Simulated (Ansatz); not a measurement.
# The 3-layer graphene (AB) under a gate, part 3 of 4

How does the 3-layer graphene (AB) take up charge from its gate?

Ansatz 0.2.0; plane-wave DFT, PBE-D3(BJ), Ansatz PAW (set soft_1); PAW set soft_1 (the session's first sound run).

So far. Step 6 (Gated layer, added electrons 6×10¹³ per cm²): Against the uncharged case this takes +4.88 V.

## (7) Gated layer, added electrons 10×10¹³ per cm²

The input, input.yaml:

```yaml
crystal:
  lattice:
    - [2.4651842593, 0.0, 0.0]
    - [-1.2325921297, 2.1349121936, 0.0]
    - [0.0, 0.0, 43.4811930474]
  atoms:
    - { symbol: C, position: [0.6666666667, 0.3333333333, 0.4220309711] }
    - { symbol: C, position: [0.3333333333, 0.6666666667, 0.4220215388] }
    - { symbol: C, position: [0.0, 0.0, 0.5] }
    - { symbol: C, position: [0.6666666667, 0.3333333333, 0.5] }
    - { symbol: C, position: [0.6666666667, 0.3333333333, 0.5779690289] }
    - { symbol: C, position: [0.3333333333, 0.6666666667, 0.5779784612] }
  periodic: [true, true, false]
  symmetry: { detect: true }
total_charge: -0.05263
kpoints:
  mp_grid: { grid: [114, 114, 1] }
  band_path:
    path: [[0, 0, 0], [0.5, 0, 0], [0.33333333, 0.33333333, 0], [0, 0, 0]]
    npoints: 16
hamiltonian:
  xc: pbe
  dispersion: d3bj
  pseudopotentials: { kind: paw, azcp: { folder: soft_1 } }
scf:
  occupations: { method: fermi_dirac, width: 0.02585 }
  convergence: { dr2_threshold: 1.0e-10 }
output:
  forces: true
  eigenvalues: true
  write_potential: true
  write_density: true
  volumetric_format: npy
external_charges:
  - { charge: 0, barrier: 10, axis: 3, height: 28.631, sigma: 0.25 }
  - { charge: 0.05263, axis: 3, height: 30.131, sigma: 0.5 }
```

Command:

```bash
$ ansatz run input.yaml --threads 4 --pin off --max-ram 16384MiB --backend cpu --events-out ev --progress --plain --runs-dir out
```

Numbers of over 12 decimals in the logs are rounded to 6 here.

What it wrote:

```text
[...]
Crystal: 6 atoms, lattice volume = 228.839 Å³
Basis set: ecut = 420 eV, 4315 PW (Γ), exchange–correlation on 36×36×600 points (8 copies of the dense FFT grid, shifted against one another)
Bands: 19, of which v1, the nominal top of the filled ones, is band 12 counted from 1 (11 counted from 0)
Symmetry: 6 space group operations
k-points: 1141 of 12996 (time reversal used)
[...]
--- Band table (eV; the first three rows and the last of 1141) ---
  k-point 0: bands = [... 8 lower, -3.6164, -3.6164, -3.4810, -3.4810, 1.3034, 3.1163, 4.0678, 4.6261, ... 3 higher]
  k-point 1: bands = [... 8 lower, -3.6240, -3.6204, -3.4886, -3.4850, 1.3058, 3.1187, 4.0704, 4.6284, ... 3 higher]
  k-point 2: bands = [... 8 lower, -3.6469, -3.6325, -3.5114, -3.4971, 1.3132, 3.1261, 4.0779, 4.6354, ... 3 higher]
  k-point 1140: bands = [... 8 lower, -11.0169, -1.2725, -1.1036, -0.7258, -0.6190, -0.4593, -0.1565, 9.1272, ... 3 higher]
[key lines of the parts left out:]
SCF converged after 12 iterations
Free energy (F): -1506.414618 eV
Fermi energy:    -0.248956 eV
```

The job ended after 3.9 min (4 threads of Arm Neoverse V1, shared host; peak memory 3.9 GiB).

The electron's electrostatic potential energy less the Fermi level oscillates, so the rows of the table below give means over windows of 2 Å about each position, cut where the curve ends. Its maxima inside the range that stand out by 2 % of the span (Å: eV): 20.0: -1.34, 23.5: -1.62, 30.1: 6.96. Its minima: 18.4: -7.53, 21.7: -7.67, 25.4: -8.20.

Running mean over a fixed 2.8 Å (it still follows the layers) of the planar mean; beyond a gate it holds the 10 eV model barrier. Table of electron's electrostatic potential energy less the Fermi level by z; means over each step:

```
z (Å)  electron's electrostatic potential energy less the Fermi level (eV)
    4                                                                 4.07
    6                                                                 4.07
    8                                                                 4.07
   10                                                                 4.07
   12                                                                 4.07
   14                                                                 4.07
   16                                                                 2.92
   18                                                                -6.57
   20                                                                -4.18
   22                                                                -7.03
   24                                                                -5.03
   26                                                                -5.75
   28                                                                 2.85
   30                                                                 6.38
   32                                                                 6.46
   34                                                                 6.43
   36                                                                 6.43
   38                                                                 6.43
```

Against the uncharged case this takes +7.84 V.

## (8) Gated layer, added electrons -1×10¹³ per cm²

Edit input.yaml of step 7 so:

```diff
@@ -14,3 +14,3 @@
   symmetry: { detect: true }
-total_charge: -0.05263
+total_charge: 0.005263
 kpoints:
@@ -35,2 +35,2 @@
   - { charge: 0, barrier: 10, axis: 3, height: 28.631, sigma: 0.25 }
-  - { charge: 0.05263, axis: 3, height: 30.131, sigma: 0.5 }
+  - { charge: -0.005263, axis: 3, height: 30.131, sigma: 0.5 }
```

What it wrote:

```text
[...]
Crystal: 6 atoms, lattice volume = 228.839 Å³
Basis set: ecut = 420 eV, 4315 PW (Γ), exchange–correlation on 36×36×600 points (8 copies of the dense FFT grid, shifted against one another)
Bands: 18, of which v1, the nominal top of the filled ones, is band 12 counted from 1 (11 counted from 0)
Symmetry: 6 space group operations
k-points: 1141 of 12996 (time reversal used)
[...]
--- Band table (eV; the first three rows and the last of 1141) ---
  k-point 0: bands = [... 8 lower, -7.6940, -7.6940, -7.5918, -7.5918, -1.1242, -0.2750, -0.1085, 0.6274, ... 2 higher]
  k-point 1: bands = [... 8 lower, -7.7016, -7.6980, -7.5994, -7.5959, -1.1218, -0.2726, -0.1060, 0.6299, ... 2 higher]
  k-point 2: bands = [... 8 lower, -7.7244, -7.7101, -7.6222, -7.6079, -1.1144, -0.2654, -0.0986, 0.6373, ... 2 higher]
  k-point 1140: bands = [... 8 lower, -15.1258, -5.0908, -4.6912, -4.6870, -4.6284, -4.5618, -4.1834, 5.7396, ... 2 higher]
[key lines of the parts left out:]
SCF converged after 11 iterations
Free energy (F): -1506.365459 eV
Fermi energy:    -4.759452 eV
```

Elapsed: 3.8 min, on 4 threads; peak memory 3.8 GiB.

Against the uncharged case this takes -0.90 V.

## (9) Gated layer, added electrons -3×10¹³ per cm²

Edit input.yaml of step 8 so:

```diff
@@ -14,3 +14,3 @@
   symmetry: { detect: true }
-total_charge: 0.005263
+total_charge: 0.015789
 kpoints:
@@ -35,2 +35,2 @@
   - { charge: 0, barrier: 10, axis: 3, height: 28.631, sigma: 0.25 }
-  - { charge: -0.005263, axis: 3, height: 30.131, sigma: 0.5 }
+  - { charge: -0.015789, axis: 3, height: 30.131, sigma: 0.5 }
```

What it wrote:

```text
[...]
Crystal: 6 atoms, lattice volume = 228.839 Å³
Basis set: ecut = 420 eV, 4315 PW (Γ), exchange–correlation on 36×36×600 points (8 copies of the dense FFT grid, shifted against one another)
Bands: 18, of which v1, the nominal top of the filled ones, is band 12 counted from 1 (11 counted from 0)
Symmetry: 6 space group operations
k-points: 1141 of 12996 (time reversal used)
[...]
--- Band table (eV; the first three rows and the last of 1141) ---
  k-point 0: bands = [... 8 lower, -8.4606, -8.4606, -8.2305, -8.2305, -1.9179, -0.9832, -0.6859, -0.1167, ... 2 higher]
  k-point 1: bands = [... 8 lower, -8.4682, -8.4647, -8.2381, -8.2345, -1.9154, -0.9807, -0.6836, -0.1142, ... 2 higher]
  k-point 2: bands = [... 8 lower, -8.4910, -8.4767, -8.2609, -8.2466, -1.9080, -0.9732, -0.6766, -0.1068, ... 2 higher]
  k-point 1140: bands = [... 8 lower, -15.7616, -5.8470, -5.4901, -5.4509, -5.3491, -5.1880, -4.8926, 4.9928, ... 2 higher]
[key lines of the parts left out:]
SCF converged after 11 iterations
Free energy (F): -1506.303310 eV
Fermi energy:    -5.603938 eV
```

It took 3.7 min on 4 threads; peak memory 3.8 GiB.

Against the uncharged case this takes -2.55 V.

## (10) Gated layer, added electrons -6×10¹³ per cm²

Edit input.yaml of step 9 so:

```diff
@@ -14,3 +14,3 @@
   symmetry: { detect: true }
-total_charge: 0.015789
+total_charge: 0.031578
 kpoints:
@@ -30,2 +30,3 @@
   eigenvalues: true
+  dos: { projected: true, e_range: [-3, 3], de: 0.01 }
   write_potential: true
@@ -33,4 +34,5 @@
   volumetric_format: npy
+  elf: true
 external_charges:
   - { charge: 0, barrier: 10, axis: 3, height: 28.631, sigma: 0.25 }
-  - { charge: -0.015789, axis: 3, height: 30.131, sigma: 0.5 }
+  - { charge: -0.031578, axis: 3, height: 30.131, sigma: 0.5 }
```

What it wrote:

```text
[...]
Crystal: 6 atoms, lattice volume = 228.839 Å³
Basis set: ecut = 420 eV, 4315 PW (Γ), exchange–correlation on 36×36×600 points (8 copies of the dense FFT grid, shifted against one another)
Bands: 18, of which v1, the nominal top of the filled ones, is band 12 counted from 1 (11 counted from 0)
Symmetry: 6 space group operations
k-points: 1141 of 12996 (time reversal used)
[...]
--- Band table (eV; the first three rows and the last of 1141) ---
  k-point 0: bands = [... 8 lower, -9.5926, -9.5926, -9.2345, -9.2345, -3.0790, -2.1376, -1.6223, -1.1828, ... 2 higher]
  k-point 1: bands = [... 8 lower, -9.6002, -9.5967, -9.2421, -9.2385, -3.0765, -2.1351, -1.6200, -1.1804, ... 2 higher]
  k-point 2: bands = [... 8 lower, -9.6230, -9.6087, -9.2649, -9.2506, -3.0691, -2.1275, -1.6130, -1.1730, ... 2 higher]
  k-point 1140: bands = [... 8 lower, -16.7607, -6.9776, -6.6549, -6.5804, -6.4460, -6.1703, -5.9392, 3.8629, ... 2 higher]
[key lines of the parts left out:]
SCF converged after 11 iterations
Free energy (F): -1506.180504 eV
Fermi energy:    -6.801829 eV
```

Elapsed: 3.9 min, on 4 threads; peak memory 3.8 GiB.

Against the uncharged case this takes -4.91 V.

## (11) Gated layer, added electrons -10×10¹³ per cm²

Edit input.yaml of step 10 so:

```diff
@@ -14,3 +14,3 @@
   symmetry: { detect: true }
-total_charge: 0.031578
+total_charge: 0.05263
 kpoints:
@@ -37,2 +37,2 @@
   - { charge: 0, barrier: 10, axis: 3, height: 28.631, sigma: 0.25 }
-  - { charge: -0.031578, axis: 3, height: 30.131, sigma: 0.5 }
+  - { charge: -0.05263, axis: 3, height: 30.131, sigma: 0.5 }
```

What it wrote:

```text
[...]
Crystal: 6 atoms, lattice volume = 228.839 Å³
Basis set: ecut = 420 eV, 4315 PW (Γ), exchange–correlation on 36×36×600 points (8 copies of the dense FFT grid, shifted against one another)
Bands: 18, of which v1, the nominal top of the filled ones, is band 12 counted from 1 (11 counted from 0)
Symmetry: 6 space group operations
k-points: 1141 of 12996 (time reversal used)
[...]
--- Band table (eV; the first three rows and the last of 1141) ---
  k-point 0: bands = [... 8 lower, -11.0977, -11.0977, -10.6149, -10.6149, -4.6084, -3.6670, -3.0464, -2.6016, ... 2 higher]
  k-point 1: bands = [... 8 lower, -11.1053, -11.1017, -10.6225, -10.6189, -4.6060, -3.6644, -3.0441, -2.5992, ... 2 higher]
  k-point 2: bands = [... 8 lower, -11.1281, -11.1138, -10.6452, -10.6309, -4.5986, -3.6569, -3.0370, -2.5921, ... 2 higher]
  k-point 1140: bands = [... 8 lower, -18.1341, -8.4849, -8.1869, -8.0829, -7.9257, -7.5195, -7.3338, 2.3532, ... 2 higher]
[key lines of the parts left out:]
SCF converged after 11 iterations
Free energy (F): -1505.963093 eV
Fermi energy:    -8.364758 eV
```

The job ended after 4 min (4 threads; peak memory 3.8 GiB; 16 min of CPU time).

Against the uncharged case this takes -8.01 V.

## (12) The series together

This step: plane-wave DFT, PBE-D3(BJ), Ansatz PAW (set soft_1); charging by gates; PAW set soft_1 (Ansatz 0.2.0).

The potential behind each gate is read from every run and counted from the uncharged case.

Voltage on the gate against the layer's Fermi level, from the uncharged case. Table of gate voltage by added electrons:

```
added electrons (10¹³ per cm²)  gate voltage (V)
                        -10.00             -8.01
                         -6.00             -4.91
                         -3.00             -2.55
                         -1.00            -0.904
                          0.00                 0
                          1.00             0.920
                          3.00              2.57
                          6.00              4.88
                         10.00              7.84
```

Charge step over voltage step between neighbouring densities. Table of total capacitance by added electrons:

```
added electrons (10¹³ per cm²)  total capacitance (µF/cm²)
                         -8.00                        2.07
                         -4.50                        2.03
                         -2.00                        1.95
                         -0.50                        1.77
                          0.50                        1.74
                          2.00                        1.95
                          4.50                        2.08
                          8.00                        2.16
```

Work function of the face away from the gate. Table of work function of the far face by added electrons:

```
added electrons (1e13 /cm²)  work function of the far face (eV)
                     -10.00                                4.45
                      -6.00                                4.42
                      -3.00                                4.39
                      -1.00                                4.34
                       0.00                                4.28
                       1.00                                4.20
                       3.00                                4.14
                       6.00                                4.10
                      10.00                                4.07
```

By hand: 10¹³ electrons per cm² are 0.001 e/Å², which by Gauss's law end a field of 0.181 V/Å. At 10×10¹³ holes per cm² the field towards a gate is 1.810 V/Å, which over the 5 Å from the outer atoms would drop 9.05 V; the run needs 8.01 V.

(Part 3 of 4 ends here.)

[Logs are printed without paths, hosts, clocks, repeated set-up lines and the standing remarks that a program may print on its own settings, such as how far it seeks lower states.]

[Hosts, paths, dates, database ids (printed as entryN), source tags and the programs' standing remarks are cut or masked in the printed files.]

[Maps of the electrostatic potential energy from Ansatz leave out the sawtooth potential of an applied field or a dipole correction, so their vacuum need not be flat; planar profiles and work functions include it.]
